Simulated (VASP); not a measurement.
# SnTe (Fm-3m) in VASP: band structure with HSE06

Aim: the band structure of SnTe with HSE06.

Everything below comes from runs of VASP 6.6.1. Logs are shortened: lines on timing, memory, paths and dates and some standing lists are left out, and cuts for length are marked.

**What was measured.**

A printed reference work, textbook reports, for a bulk crystal of SnTe at 300 K: band gap 0.18 eV (direct).

The results are compared with them further down.

### Step 1. Starting point

It takes space group Fm-3m (No. 225, cubic). The conventional cell has a = 6.302 Å, b = 6.302 Å, c = 6.302 Å, α = 90.00°, β = 90.00°, γ = 90.00°. Sn (site symmetry m-3m) is surrounded by 6 Te at 3.15 Å. Te (site symmetry m-3m) has 6 Sn at 3.15 Å as nearest neighbours.

### Step 2. Band structure, HSE06

File POSCAR:

```
SnTe
1.0
    0.0000000000      3.1508500000      3.1508500000
    3.1508500000      0.0000000000      3.1508500000
    3.1508500000      3.1508500000      0.0000000000
Sn Te
1 1
Direct
    0.0000000000      0.0000000000      0.0000000000
    0.5000000000      0.5000000000      0.5000000000
```

File INCAR.step1:

```
PREC = Accurate ; ENCUT = 520
EDIFF = 1E-5 ; ISMEAR = 0
SIGMA = 0.02 ; LREAL = False
LASPH = True ; NELM = 100
ALGO = Normal ; ISIF = 2
LWAVE = True ; LCHARG = False
NBANDS = 17 ; KPAR = 4
GGA = PE
```

File INCAR.step2:

```
PREC = Accurate ; ENCUT = 520
EDIFF = 1E-7 ; ISMEAR = 0
SIGMA = 0.02 ; LREAL = False
LASPH = True ; NELM = 100
ALGO = Normal ; ISIF = 2
LWAVE = False ; LCHARG = False
GGA = PE ; LHFCALC = True
HFSCREEN = 0.2 ; PRECFOCK = Fast
NBANDS = 17 ; KPAR = 4
ISTART = 1
```

File KPOINTS:

```
Automatic mesh
0
Gamma
  6 6 6
```

File KPOINTS_OPT:

```
path GXWKGLUWLK,UX
10
line-mode
reciprocal
 0.0000000000  0.0000000000  0.0000000000  G
 0.5000000000  0.0000000000  0.5000000000  X

 0.5000000000  0.0000000000  0.5000000000  X
 0.5000000000  0.2500000000  0.7500000000  W

 0.5000000000  0.2500000000  0.7500000000  W
 0.3750000000  0.3750000000  0.7500000000  K

 0.3750000000  0.3750000000  0.7500000000  K
 0.0000000000  0.0000000000  0.0000000000  G

 0.0000000000  0.0000000000  0.0000000000  G
 0.5000000000  0.5000000000  0.5000000000  L

 0.5000000000  0.5000000000  0.5000000000  L
 0.6250000000  0.2500000000  0.6250000000  U

 0.6250000000  0.2500000000  0.6250000000  U
 0.5000000000  0.2500000000  0.7500000000  W

 0.5000000000  0.2500000000  0.7500000000  W
 0.5000000000  0.5000000000  0.5000000000  L

 0.5000000000  0.5000000000  0.5000000000  L
 0.3750000000  0.3750000000  0.7500000000  K

 0.6250000000  0.2500000000  0.6250000000  U
 0.5000000000  0.0000000000  0.5000000000  X
```

Potentials or basis: VASP PAW PBE potentials, release 64 (Sn_d, Te).

Run with:

```console
$ cat potpaw_PBE.64/Sn_d/POTCAR potpaw_PBE.64/Te/POTCAR > POTCAR
$ cp INCAR.step1 INCAR
$ mpirun -np 4 vasp_std > vasp.out
$ cp INCAR.step2 INCAR
$ mpirun -np 4 vasp_std > vasp.out
```

OUTCAR:

```text
PREC = Accurate
   ENCUT = 520
   EDIFF = 1E-7
   ISMEAR = 0
   LREAL = False
   LASPH = True
   NELM = 100
   ISIF = 2
   GGA = PE
   LHFCALC = True
   HFSCREEN = 0.2
   PRECFOCK = Fast
   ISTART = 1

 ion  position               nearest neighbor table
   1  0.000  0.000  0.000-   2 3.15   2 3.15   2 3.15   2 3.15   2 3.15   2 3.15
   2  0.500  0.500  0.500-   1 3.15   1 3.15   1 3.15   1 3.15   1 3.15   1 3.15

  LATTYP: Found a face centered cubic cell.
 ALAT       =     6.3017000000

  Lattice vectors:

 A1 = (   0.0000000000,   3.1508500000,   3.1508500000)
 A2 = (   3.1508500000,   0.0000000000,   3.1508500000)
 A3 = (   3.1508500000,   3.1508500000,   0.0000000000)

Analysis of symmetry for initial positions (statically):
=====================================================================
 Subroutine PRICEL returns:
 Original cell was already a primitive cell.

 Routine SETGRP: Setting up the symmetry group for a
 face centered cubic supercell.

 Subroutine GETGRP returns: Found 48 space group operations
 (whereof 48 operations were pure point group operations)
 out of a pool of 48 trial point group operations.

The static configuration has the point symmetry O_h .

Analysis of symmetry for dynamics (positions and initial velocities):
=====================================================================
 Subroutine PRICEL returns:
 Original cell was already a primitive cell.

 Routine SETGRP: Setting up the symmetry group for a
 face centered cubic supercell.

 Subroutine GETGRP returns: Found 48 space group operations
 (whereof 48 operations were pure point group operations)
 out of a pool of 48 trial point group operations.

The dynamic configuration has the point symmetry O_h .

 Subroutine INISYM returns: Found 48 space group operations
 (whereof 48 operations are pure point group operations),
 and found     1 'primitive' translations

----------------------------------------------------------------------------------------

                                     Primitive cell

  volume of cell :      62.5624

  direct lattice vectors                    reciprocal lattice vectors
     0.000000000  3.150850000  3.150850000    -0.158687338  0.158687338  0.158687338
     3.150850000  0.000000000  3.150850000     0.158687338 -0.158687338  0.158687338
     3.150850000  3.150850000  0.000000000     0.158687338  0.158687338 -0.158687338

  length of vectors
     4.455974803  4.455974803  4.455974803     0.274854533  0.274854533  0.274854533

  position of ions in fractional coordinates (direct lattice)
     0.000000000  0.000000000  0.000000000
     0.500000000  0.500000000  0.500000000

  ion indices of the primitive-cell ions
   primitive index   ion index
                 1           1
                 2           2

----------------------------------------------------------------------------------------

 KPOINTS: Automatic mesh

Automatic generation of k-mesh.
 Grid dimensions read from file:
 generate k-points for:    6    6    6

 Generating k-lattice:

  Cartesian coordinates                     Fractional coordinates (reciprocal lattice)
    -0.026447890  0.026447890  0.026447890     0.166666667  0.000000000  0.000000000
     0.026447890 -0.026447890  0.026447890     0.000000000  0.166666667  0.000000000
     0.026447890  0.026447890 -0.026447890     0.000000000  0.000000000  0.166666667

  Length of vectors
     0.045809089  0.045809089  0.045809089

  Shift w.r.t. Gamma in fractional coordinates (k-lattice)
     0.000000000  0.000000000  0.000000000

 Subroutine IBZKPT returns following result:
 ===========================================

 Found     16 irreducible k-points:

 Following reciprocal coordinates:
            Coordinates               Weight
  0.000000  0.000000  0.000000      1.000000
  0.166667  0.000000  0.000000      8.000000
  0.333333  0.000000  0.000000      8.000000
  0.500000  0.000000  0.000000      4.000000
  0.166667  0.166667  0.000000      6.000000
  0.333333  0.166667  0.000000     24.000000
[... 8 lines left out ...]
 -0.333333  0.333333  0.166667     24.000000
 -0.333333  0.500000  0.166667     12.000000
   k-points           NKPTS =     16   k-points in BZ     NKDIM =    216   number of bands    NBANDS=     17
   number of dos      NEDOS =    301   number of ions     NIONS =      2
   total plane-waves  NPLWV =  46656
   dimension x,y,z NGX =    36 NGY =   36 NGZ =   36
   dimension x,y,z NGXF=    72 NGYF=   72 NGZF=   72
   ions per type =               1   1
   NGX,Y,Z   is equivalent  to a cutoff of  13.43, 13.43, 13.43 a.u.
   NGXF,Y,Z  is equivalent  to a cutoff of  26.86, 26.86, 26.86 a.u.
 SYSTEM =  unknown system
   PREC   = accura    normal or accurate (medium, high low for compatibility)
   ISTART =      1    job   : 0-new  1-cont  2-samecut
   ICHARG =      0    charge: 1-file 2-atom 10-const
   ISPIN  =      1    spin polarized calculation?
   LNONCOLLINEAR =      F non collinear calculations
   LSORBIT =      F    spin-orbit coupling
   LASPH  =      T    aspherical Exc in radial PAW
   ENCUT  =  520.0 eV  38.22 Ry    6.18 a.u.   8.29  8.29  8.29*2*pi/ulx,y,z
   NELM   =    100;   NELMIN=  2; NELMDL=  0     # of ELM steps
   EDIFF  = 0.1E-06   stopping-criterion for ELM
   LREAL  =      F    real-space projection
   EDIFFG = 0.1E-05   stopping-criterion for IOM
   NSW    =      0    number of steps for IOM
   IBRION =     -1    ionic relax: 0-MD 1-quasi-New 2-CG
   NFREE  =      0    steps in history (QN), initial steepest desc. (CG)
   ISIF   =      2    stress and relaxation
   ISYM   =      3    0-nonsym 1-usesym 2-fastsym
   POTIM  = 0.5000    time-step for ionic-motion
   TEBEG  =    0.0;   TEEND  =   0.0 temperature during run
   PSTRESS=    0.0 pullay stress
   NELECT =      20.0000    total number of electrons
   NUPDOWN=      -1.0000    fix difference up-down
   EMIN   =  10.00;   EMAX   =-10.00  energy-range for DOS
   EFERMI =   0.00;   METHOD = LEGACY
   ISMEAR =     0;   SIGMA  =   0.02  broadening in eV -4-tet -1-fermi 0-gaus
   EFERMI_NEDOS =   21; number of points for ismear=-14 and -15
   IALGO  =     38    algorithm
   IMIX   =      1    mixing-type and parameters
     AMIX     =   0.40;   BMIX     =  1.00
     AMIX_MAG =   1.60;   BMIX_MAG =  1.00
  volume/ion in A,a.u.               =      31.28       211.10
  Fermi-wavevector in a.u.,A,eV,Ry     =   1.119387  2.115336 17.048485  1.253028
  Thomas-Fermi vector in A             =   2.256026
   LORBIT       =      0    0 simple, 1 ext, 2 COOP (PROOUT), +10 PAW based schemes
   GGA     = PE    functional components
   LHFCALC =     T    Hartree Fock is set to
   PRECFOCK=fast      Normal, Fast or Accurate (Low or Medium for compatibility)
   ENCUT4O =  -1.0   cutoff for four orbital integrals eV
   NKREDX  =     1    reduce k-point grid by
   NKREDY  =     1    reduce k-point grid by
   NKREDZ  =     1    reduce k-point grid by
   AEXX    =    0.2500 exact exchange contribution
   HFSCREEN=    0.2000 screening length (either q_TF or 0.3 A-1)
   HFSCREENC=   0.2000 screening length for correlation (either q_TF or 0.3 A-1)
   ENCUTFOCK=  -1.0 apply spherical cutoff to Coloumb kernel
   IVDW    =     0    specifies the selected vdW correction
   LEPSILON=     F    determine dielectric tensor
   LRPA    =     F    only Hartree local field effects (RPA)
 non-spin polarized calculation
 Gauss-broadening in eV      SIGMA  =   0.02
  energy-cutoff  :      520.00
  volume of cell :       62.56
 maximum number of plane-waves:      1700
 NGX is ok and might be reduce to    36
  NGX = 20; NGY = 20; NGZ = 20

 number of electron      19.9999998 magnetization

 Free energy of the ion-electron system (eV)
  ---------------------------------------------------
  ext. energy  EPLUGINS =         0.00000000
  ---------------------------------------------------
  free energy    TOTEN  =        -9.05435457 eV

  energy without entropy =       -9.05434832  energy(sigma->0) =       -9.05435144

 E-fermi :   7.0021     XC(G=0):  -7.9055

 val. band max:        6.9610928169   @ k =   0.5000   0.0000   0.0000
 cond. band min:       7.0431002312   @ k =   0.5000   0.0000   0.0000
 fundamental gap:      0.0820074143
 Fermi energy:         7.0020965214

 k-point     1 :       0.0000    0.0000    0.0000
  band No.  band energies     occupation
      1     -17.4654      2.00000
      2     -17.4654      2.00000
      3     -17.4533      2.00000
      4     -17.4533      2.00000
      5     -17.4533      2.00000
      6      -7.4168      2.00000
[... 9 lines left out ...]
     16      12.0214      0.00000
     17      14.1821      0.00000

 k-point     2 :       0.1667    0.0000    0.0000
  band No.  band energies     occupation
      1     -17.4668      2.00000
      2     -17.4668      2.00000
      3     -17.4529      2.00000
      4     -17.4518      2.00000
      5     -17.4518      2.00000
      6      -7.1572      2.00000
[... 9 lines left out ...]
     16      12.6243      0.00000
     17      15.9443      0.00000

 k-point     3 :       0.3333    0.0000    0.0000
  band No.  band energies     occupation
      1     -17.4700      2.00000
      2     -17.4700      2.00000
      3     -17.4522      2.00000
      4     -17.4484      2.00000
      5     -17.4484      2.00000
      6      -6.4764      2.00000
[... 9 lines left out ...]
     16      14.2514      0.00000
     17      18.3525      0.00000

 k-point     4 :       0.5000    0.0000    0.0000
  band No.  band energies     occupation
      1     -17.4717      2.00000
      2     -17.4717      2.00000
      3     -17.4519      2.00000
      4     -17.4466      2.00000
      5     -17.4466      2.00000
      6      -5.9617      2.00000
[... 9 lines left out ...]
     16      16.3824      0.00000
     17      16.3824      0.00000
[... 183 lines left out ...]
      1     -17.4766      2.00000
      2     -17.4661      2.00000
      3     -17.4530      2.00000
      4     -17.4470      2.00000
      5     -17.4454      2.00000
      6      -5.9909      2.00000
[... 9 lines left out ...]
     16      15.8800      0.00000
     17      16.5512      0.00000

 k-point    15 :      -0.3333    0.3333    0.1667
  band No.  band energies     occupation
      1     -17.4769      2.00000
      2     -17.4677      2.00000
      3     -17.4502      2.00000
      4     -17.4492      2.00000
      5     -17.4439      2.00000
      6      -5.6366      2.00000
[... 9 lines left out ...]
     16      17.4622      0.00000
     17      17.5719      0.00000

 k-point    16 :      -0.3333    0.5000    0.1667
  band No.  band energies     occupation
      1     -17.4806      2.00000
      2     -17.4646      2.00000
      3     -17.4536      2.00000
      4     -17.4463      2.00000
      5     -17.4425      2.00000
      6      -5.5394      2.00000
[... 9 lines left out ...]
     16      17.6259      0.00000
     17      18.8798      0.00000

------------------------ aborting loop because EDIFF is reached ----------------------------------------

  FORCE on cell =-STRESS in cart. coord.  units (eV):
  Direction    XX          YY          ZZ          XY          YZ          ZX
  --------------------------------------------------------------------------------------
  -------------------------------------------------------------------------------------
  Total        0.4639017      0.4639017      0.4639017      0.0000000      0.0000000      0.0000000
  in kB       11.8801890     11.8801890     11.8801890      0.0000000      0.0000000      0.0000000
  external PRESSURE =      11.8801890 kB  Pullay stress =       0.0000000 kB

 VOLUME and BASIS-vectors are now :
 -----------------------------------------------------------------------------
  energy-cutoff  :      520.00
  volume of cell :       62.56
      direct lattice vectors                 reciprocal lattice vectors
     0.000000000  3.150850000  3.150850000    -0.158687338  0.158687338  0.158687338
     3.150850000  0.000000000  3.150850000     0.158687338 -0.158687338  0.158687338
     3.150850000  3.150850000  0.000000000     0.158687338  0.158687338 -0.158687338

 POSITION                                       TOTAL-FORCE (eV/Angst)
 -----------------------------------------------------------------------------------
      0.00000      0.00000      0.00000        -0.000000      0.000000     -0.000000
      3.15085      3.15085      3.15085         0.000000      0.000000      0.000000
 -----------------------------------------------------------------------------------
    total drift:                               -0.000002     -0.000004     -0.000003

  FREE ENERGIE OF THE ION-ELECTRON SYSTEM (eV)
  ---------------------------------------------------
  free  energy   TOTEN  =        -9.0543545659 eV

  energy  without entropy=       -9.0543483193  energy(sigma->0) =       -9.05435144
```

Wall time 36 min (4 MPI ranks of AMD EPYC 9R45 (Zen 5), shared host); peak memory 0.43 GiB.

Results:

- Free energy: -9.0544 eV
- Pressure: 1.2 GPa
- Band gap on the k mesh: 0.08 eV, direct
- Band gap along the path: 0.08 eV, direct

Levels at the corners of the path, in eV from the valence-band top:
| point | band 6 | band 7 | band 8 | band 9 | band 10 | band 11 | band 12 | band 13 | band 14 | band 15 |
| --- | --- | --- | --- | --- | --- | --- | --- | --- | --- | --- |
| Γ | -14.38 | -5.19 | -2.66 | -2.66 | -2.66 | 3.79 | 3.79 | 3.79 | 5.06 | 5.06 |
| X | -12.58 | -7.27 | -6.48 | -4.43 | -4.43 | 2.32 | 5.51 | 5.51 | 7.09 | 9.55 |
| X | -12.58 | -7.27 | -6.48 | -4.43 | -4.43 | 2.32 | 5.51 | 5.51 | 7.09 | 9.55 |
| W | -12.47 | -8.35 | -5.64 | -5.64 | -1.14 | 0.99 | 4.99 | 4.99 | 6.68 | 6.68 |
| W | -12.47 | -8.35 | -5.64 | -5.64 | -1.14 | 0.99 | 4.99 | 4.99 | 6.68 | 6.68 |
| K | -12.53 | -8.42 | -6.04 | -3.87 | -3.18 | 3.35 | 3.38 | 4.55 | 6.15 | 8.66 |
| K | -12.53 | -8.42 | -6.04 | -3.87 | -3.18 | 3.35 | 3.38 | 4.55 | 6.15 | 8.66 |
| Γ | -14.38 | -5.19 | -2.66 | -2.66 | -2.66 | 3.79 | 3.79 | 3.79 | 5.06 | 5.06 |
| Γ | -14.38 | -5.19 | -2.66 | -2.66 | -2.66 | 3.79 | 3.79 | 3.79 | 5.06 | 5.06 |
| L | -12.92 | -9.48 | -2.31 | -2.31 | 0.00 | 0.08 | 0.44 | 0.44 | 8.32 | 9.34 |
| L | -12.92 | -9.48 | -2.31 | -2.31 | 0.00 | 0.08 | 0.44 | 0.44 | 8.32 | 9.34 |
| U | -12.53 | -8.42 | -6.04 | -3.87 | -3.18 | 3.35 | 3.38 | 4.55 | 6.15 | 8.66 |
| U | -12.53 | -8.42 | -6.04 | -3.87 | -3.18 | 3.35 | 3.38 | 4.55 | 6.15 | 8.66 |
| W | -12.47 | -8.35 | -5.64 | -5.64 | -1.14 | 0.99 | 4.99 | 4.99 | 6.68 | 6.68 |
| W | -12.47 | -8.35 | -5.64 | -5.64 | -1.14 | 0.99 | 4.99 | 4.99 | 6.68 | 6.68 |
| L | -12.92 | -9.48 | -2.31 | -2.31 | 0.00 | 0.08 | 0.44 | 0.44 | 8.32 | 9.34 |
| L | -12.92 | -9.48 | -2.31 | -2.31 | 0.00 | 0.08 | 0.44 | 0.44 | 8.32 | 9.34 |
| K | -12.53 | -8.42 | -6.04 | -3.87 | -3.18 | 3.35 | 3.38 | 4.55 | 6.15 | 8.66 |
| U | -12.53 | -8.42 | -6.04 | -3.87 | -3.18 | 3.35 | 3.38 | 4.55 | 6.15 | 8.66 |
| X | -12.58 | -7.27 | -6.48 | -4.43 | -4.43 | 2.32 | 5.51 | 5.51 | 7.09 | 9.55 |

Caveat: the PAW data sets were made with another functional, which shifts forces and pressure a little; spin-orbit coupling is left out, which moves the levels of the heavy elements.

### Step 3. How close it comes

Step 2. Against the measured gap of SnTe, 0.18 eV (direct; 300 K; a printed reference work, textbook), the calculated 0.08 eV is off by -0.10 eV. Spin-orbit coupling on Sn, Te is left out. The value is that of HSE06, without temperature or zero-point motion.
